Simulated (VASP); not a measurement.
The system is Zn2SnN2.

```
Zn Sn N
1.0
     3.60000    0.00000    0.00000
     0.00000    3.60000    0.00000
     0.00000    0.00000    5.70000
Zn Sn N
2 1 2
Direct
  0.00000 0.00000 0.00000
  0.50000 0.50000 0.00000
  0.00000 0.00000 0.50000
  0.50000 0.00000 0.78000
  0.00000 0.50000 0.22000
```

The cell was built by a generator and needn't be a form met in nature.

| Item | Value |
| --- | --- |
| Program | VASP 6.6.1 |
| Task | relaxation of cell and atoms |
| Functional | PBE |
| Potentials or basis | VASP PAW PBE potentials, release 64 (Zn, Sn_d, N) |
| Cutoff | 520 eV |
| k mesh | 4 × 4 × 3 |
| Occupations | gaussian, width 0.15 eV |
| Spin | no spin polarisation |

At the start: pressure 3.3 GPa; volume 14.77 Å³/atom.

**Question.** Where does the relaxation end?

**Answer.** Over 5 steps the energy falls by 50.4 meV/atom and the volume is 15.61 Å³/atom (+5.7 %); space group P-4m2 (No. 115, to 0.05 Å).

The path:
```
step  energy change (eV)  largest force (eV/Å)  pressure (GPa)  volume (Å³)
   1              0.0000                1.1312            3.31        73.87
   2             -0.1501                0.8852           -0.16        77.18
   3             -0.1843                0.5440           -3.77        80.88
   4             -0.1881                0.6216           -2.81        80.05
   5             -0.2519                0.0661           -0.10        78.07
```

Final structure:
```
Zn Sn N
1.0
     3.70658    0.00000    0.00000
     0.00000    3.70658    0.00000
     0.00000    0.00000    5.68215
Zn Sn N
2 1 2
Direct
  0.00000 0.00000 0.00000
  0.50000 0.50000 0.00000
  0.00000 0.00000 0.50000
  0.50000 0.00000 0.80864
  0.00000 0.50000 0.19136
```

Caveat: the k mesh is coarse (spacing up to 0.44 Å⁻¹), so the values aren't converged.
